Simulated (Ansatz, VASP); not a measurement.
Pb: VASP beside Ansatz

The input INCAR:

```
ALGO     = Normal         # electronic algorithm
EDIFF    = 1E-6           # SCF threshold, eV
ENCUT    = 520            # plane-wave cutoff, eV
GGA      = PE             # functional
ISIF     = 2              # what is computed and relaxed
ISMEAR   = -1             # smearing method
LASPH    = T              # aspherical terms in the spheres
LCHARG   = F              # write CHGCAR
LREAL    = F              # projectors in reciprocal space
LWAVE    = F              # write WAVECAR
NBANDS   = 21             # bands
NELM     = 60             # most SCF steps
PREC     = Accurate       # precision mode
SIGMA    = 0.05           # smearing width, eV
```

KPOINTS

```
k-points
0
Gamma
  8 8 8
```

Contents of POSCAR:

```
Pb
1.0
    0.0000000000      3.4842552460      3.4842552460
    3.4842552460      0.0000000000      3.4842552460
    3.4842552460      3.4842552460      0.0000000000
Pb
2
Direct
    0.0000000000      0.0000000000      0.0000000000
    0.2500000000      0.2500000000      0.2500000000
```

Input for Ansatz:

```yaml
crystal:
  lattice:
    - [0.0, 3.484255246, 3.484255246]
    - [3.484255246, 0.0, 3.484255246]
    - [3.484255246, 3.484255246, 0.0]
  atoms:
    - { symbol: Pb, position: [0.0, 0.0, 0.0] }
    - { symbol: Pb, position: [0.25, 0.25, 0.25] }
kpoints:
  mp_grid: { grid: [8, 8, 8] }
  band_path:
    path:
      - [0.0, 0.0, 0.0]
      - [0.5, 0.0, 0.5]
      - [0.625, 0.25, 0.625]
      - [0.375, 0.375, 0.75]
      - [0.0, 0.0, 0.0]
      - [0.5, 0.5, 0.5]
      - [0.5, 0.25, 0.75]
      - [0.5, 0.0, 0.5]
    npoints: 5
scf:
  occupations: { method: fermi_dirac, width: 0.05 }
hamiltonian:
  xc: pbe
  pseudopotentials: { kind: all_electron, lapw: { basis_error: 0.00025 } }
output:
  forces: true
  stress: true
  eigenvalues: true
```

Change from the starting cell: volume scaled by 1.04.

Alike in both runs: task single point; functional PBE; k mesh 8 × 8 × 8; occupations fermi-dirac, width 0.05 eV; no spin polarisation.

|  | VASP | Ansatz |
| --- | --- | --- |
| version | VASP 6.6.1 | Ansatz 0.2.0 |
| potentials or method | VASP PAW PBE potentials, release 64 (Pb_d) | all-electron LAPW, scalar-relativistic |
| plane-wave cutoff (eV) | 520 | see its input |

Ansatz gave:

* pressure (GPa): 1.1

Problem. Which values does VASP return?

Solution. Pressure (GPa): 1.0.

Ansatz ran all-electron here, so the differences hold the error of VASP's frozen core and of both bases.

The runs have no spin-orbit coupling, so splittings on Pb are missing.
